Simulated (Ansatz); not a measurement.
input.yaml (Ansatz)

```yaml
crystal:
  lattice:
    - [0.0, 2.3955738918, 2.3955738918]
    - [2.3955738918, 0.0, 2.3955738918]
    - [2.3955738918, 2.3955738918, 0.0]
  atoms:
    - { symbol: Te, position: [0.0, 0.0, 0.0] }
hamiltonian:
  xc: lda
  pseudopotentials:
    kind: paw
    azcp:
      Te: "pseudopotentials/Te.paw.azcp"
basis:
  ecutwfc: 420
  fft_grid_basis: typed
kpoints:
  mp_grid: { grid: [19, 19, 19], shift: [0, 0, 0] }
magnetization:
  spin_polarized: false
scf:
  occupations: { method: fermi_dirac, width: 0.1 }
output:
  stress: true
  write_density: true
  write_potential: true
  elf: true
  volumetric_format: npy
```

Output

```
Warning: the record states the generating functional pbe (its physics header spells it `PBE`), which answers neither for hamiltonian.xc's functional nor for the lda family's — results may be inconsistent (PPs are generated against a specific XC)
Engine: ansatz 0.2.0, aarch64-unknown-linux-gnu
Pseudopotentials: kind: paw
Pseudopotential: Te, paw, valence charge 16, recommended cutoff 420 eV (normal) 
Functional definition: SPW92
  exchange = slater_x
  correlation = pw_c
Crystal: 1 atoms, lattice volume = 27.495 Å³
Basis set: ecut = 420 eV, 537 PW (Γ)
Bands: 12, of which v1, the nominal top of the filled ones, is band 8 counted from 1 (7 counted from 0)
Symmetry: 48 space group operations
Space group: Fm-3m (ITA 225), of the structure as read, at distance tolerance 3.0e-5 Å
k-points: 220 of 6859
Non-local potential: Te, projectors of the file, l = 0: 2, l = 1: 2, l = 2: 2, l = 3: 2
PAW form: soft (Blöchl's): semilocal exchange-correlation on the pseudo side does not see the compensation charge
PAW frozen core: Te, regenerated for the run's functional, and the local potential with it (the file was generated under x = pbe(κ = 0.804, μ = 0.2195149727645171), c = pbe(β = 0.06672455060314922))
PAW one-centre angular grid: Te, 590 points (default); XC on 64 Gauss nodes
Initial density: superposition of atomic densities (neutral atoms: chi_scale 0, normalization atom), corrected by the library's trained network
Initial wavefunctions: pseudopotential atomic-orbital guess
Functional: x = slater, c = lda
SCF iter   1: F=—  HF=-6826.879360 eV  |F-HF|=—  |Δ(HF+E_count)|=         —  Δρ=4.67e-3  dr2=2.58e-3  ethr=1.77e-3  ⟨swp⟩=5.1  Hψ=15656  notcnv=0
SCF iter   2: F=—  HF=-6826.877687 eV  |F-HF|=—  |Δ(HF+E_count)|=   1.67e-3  Δρ=2.65e-3  dr2=8.32e-4  ethr=1.61e-5  ⟨swp⟩=1.8  Hψ=4712  notcnv=0
SCF iter   3: F=—  HF=-6826.877391 eV  |F-HF|=—  |Δ(HF+E_count)|=   2.96e-4  Δρ=6.99e-4  dr2=1.52e-4  ethr=5.20e-6  ⟨swp⟩=2.0  Hψ=3955  notcnv=0
SCF iter   4: F=—  HF=-6826.877327 eV  |F-HF|=—  |Δ(HF+E_count)|=   6.43e-5  Δρ=4.94e-4  dr2=7.95e-5  ethr=9.48e-7  ⟨swp⟩=1.1  Hψ=2692  notcnv=0
SCF iter   5: F=—  HF=-6826.877284 eV  |F-HF|=—  |Δ(HF+E_count)|=   4.22e-5  Δρ=3.13e-4  dr2=3.11e-5  ethr=4.97e-7  ⟨swp⟩=2.0  Hψ=4409  notcnv=0
SCF iter   6: F=—  HF=-6826.877266 eV  |F-HF|=—  |Δ(HF+E_count)|=   1.81e-5  Δρ=1.60e-4  dr2=7.99e-6  ethr=1.94e-7  ⟨swp⟩=2.0  Hψ=4379  notcnv=0
SCF iter   7: F=—  HF=-6826.877260 eV  |F-HF|=—  |Δ(HF+E_count)|=   6.35e-6  Δρ=2.91e-5  dr2=2.68e-7  ethr=4.99e-8  ⟨swp⟩=2.0  Hψ=4377  notcnv=0
SCF iter   8: F=-6826.877260 eV  HF=-6826.877260 eV  |F-HF|=3.51e-9  |Δ(HF+E_count)|=   2.19e-7  Δρ=2.83e-6  dr2=2.54e-9  ethr=6.25e-10  ⟨swp⟩=9.7  Hψ=19097  notcnv=0
SCF 1 converged in 8 iterations: F = -6826.877260 eV  dr2 = 2.54e-9
SCF converged after 8 iterations
Free energy (F): -6826.877260 eV
Harris-Foulkes:  -6826.877260 eV  (|F-HF|=3.51e-9)
Internal energy: -6826.847999 eV  (E = F + TS)
E sigma→0 (E₀):  -6826.862629 eV
Entropy (-TS):   -0.029261 eV (-29.261 meV/atom)
Fermi energy:    11.421541 eV
--- Per-component energies (eV) ---
  E_band       = -221.671998
  E_kinetic    = 181.788518
  E_local      = -1002.108309  (includes V_loc(G=0)·N_el)
  E_nonlocal   = -305.127583
  E_hartree    = 695.362866
  E_xc         = -124.094789
  E_vxc        = -105.134751  (∫ρ·V_xc dr)
  E_paw        = -4509.550646  (= ΣΔE_a)
  E_vpaw       = -381.818066  (= ΣTr[D̂ρ^β])
  E_aug_tail   = -0.000212  (compensation charges beyond the density's cutoff)
  E_ewald      = -1763.796506
  E_core_change = 0.678661  (= ΣΔE_core)
  E_smearing   = -0.029261  (= −TS)
  E_closure    = 0.000000  (closes the sum)
  Σ components = -6826.877260   (vs F -6826.877260, Δ=0.00e0)
--- Stress (GPa, compression-positive) ---
       -2.501324      -0.000000      -0.000000
        0.000000      -2.501324       0.000000
        0.000000      -0.000000      -2.501324
  P = ⅓ Tr σ = -2.5013 GPa (-25.013 kbar)
--- Band table (eV; the first three rows and the last of 220) ---
  k-point 0: bands = ["-25.6902", "-25.6902", "-25.6902", "-25.6738", "-25.6738", "-2.7001", "14.5696", "14.5696", "14.5696", "21.3616", "21.3616", "21.3616"]
  k-point 1: bands = ["-25.6900", "-25.6897", "-25.6897", "-25.6738", "-25.6738", "-2.6507", "14.1457", "14.5187", "14.5187", "20.7396", "21.4624", "21.4624"]
  k-point 2: bands = ["-25.6895", "-25.6883", "-25.6883", "-25.6735", "-25.6735", "-2.5036", "13.1016", "14.3789", "14.3789", "20.1177", "21.7241", "21.7241"]
  k-point 219: bands = ["-25.6829", "-25.6788", "-25.6757", "-25.6649", "-25.6509", "1.5704", "7.4504", "7.6847", "9.3908", "19.4649", "21.4832", "22.3168"]
```
